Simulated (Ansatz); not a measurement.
# GaN: the cost of one run

Method: DFT PBEsol, scalar-relativistic, plane waves, PAW, in Ansatz 0.2.0.

The COD entry's cell or inner coordinates are ideal or old and differ from later refinements, so a difference from it is no clean test against experiment.

15 further runs of the same task are left out: 15 set aside as unsound or not needed.

## Step 1: The starting structure

Symmetry: P6_3mc, No. 186, hexagonal system. The conventional cell has a = 3.182 Å, b = 3.182 Å, c = 5.185 Å, α = 90.00°, β = 90.00°, γ = 120.00°. Around Ga (site symmetry 3m) lie 4 N at 1.95 Å. N (site symmetry 3m) has 4 Ga at 1.95 Å as nearest neighbours.

Coordinates:

```cif
data_structure
_symmetry_space_group_name_H-M 'P6_3mc'
_symmetry_Int_Tables_number 186
_cell_length_a 3.1825
_cell_length_b 3.1825
_cell_length_c 5.1851
_cell_angle_alpha 90.000
_cell_angle_beta 90.000
_cell_angle_gamma 120.000
_cell_volume 45.48
loop_
_atom_site_label
_atom_site_type_symbol
_atom_site_symmetry_multiplicity
_atom_site_Wyckoff_symbol
_atom_site_fract_x
_atom_site_fract_y
_atom_site_fract_z
_atom_site_occupancy
Ga1 Ga 2 b 0.33333 0.66667 0.99919 1
N1 N 2 b 0.33333 0.66667 0.37581 1
```

This cell was relaxed beforehand with the same method: volume 11.37 Å³/atom, gap on the mesh 1.88 eV.

## Step 2: Plan of the line

The energy is mapped over the lattice constants a and c of the conventional cell.

First coordinate, lattice constant a (and b): 7 values from 2.960 to 3.405 Å. Second coordinate, lattice constant c: 7 values from 4.563 to 5.807 Å.

Nothing else is relaxed (fractional coordinates fixed). Energies count from the relaxed crystal. Points are written as (first, second).

## Step 3: The run at (2.960 Å, 4.978 Å)

The input, input.yaml:

```yaml
crystal:
  lattice:
    - [2.9597, 0.0, 0.0]
    - [-1.47985, 2.5631753876, 0.0]
    - [0.0, 0.0, 4.9777]
  atoms:
    - { symbol: Ga, position: [0.3333333333, 0.6666666667, 0.9991906513] }
    - { symbol: Ga, position: [0.6666666667, 0.3333333333, 0.4991906513] }
    - { symbol: "N", position: [0.3333333333, 0.6666666667, 0.3758093487] }
    - { symbol: "N", position: [0.6666666667, 0.3333333333, 0.8758093487] }
basis:
  ecutwfc: 520.0
kpoints:
  mp_grid: { grid: [12, 12, 6] }
hamiltonian:
  xc: pbesol
scf:
  occupations: { method: gaussian, width: 0.05 }
output:
  forces: true
  stress: true
  eigenvalues: true
  write_density: true
  write_potential: true
  elf: true
  volumetric_format: npy
```

Launch:

```bash
$ ansatz run input.yaml --threads 1 --pin off --max-ram 2048MiB --backend cpu --events-out ev --progress --plain --runs-dir out
```

**Question.** How long does this run take on 1 thread of Intel Xeon 6975P-C (Granite Rapids), shared host, and how much memory does it need?

About 4.7 s, with a peak of 0.42 GiB.
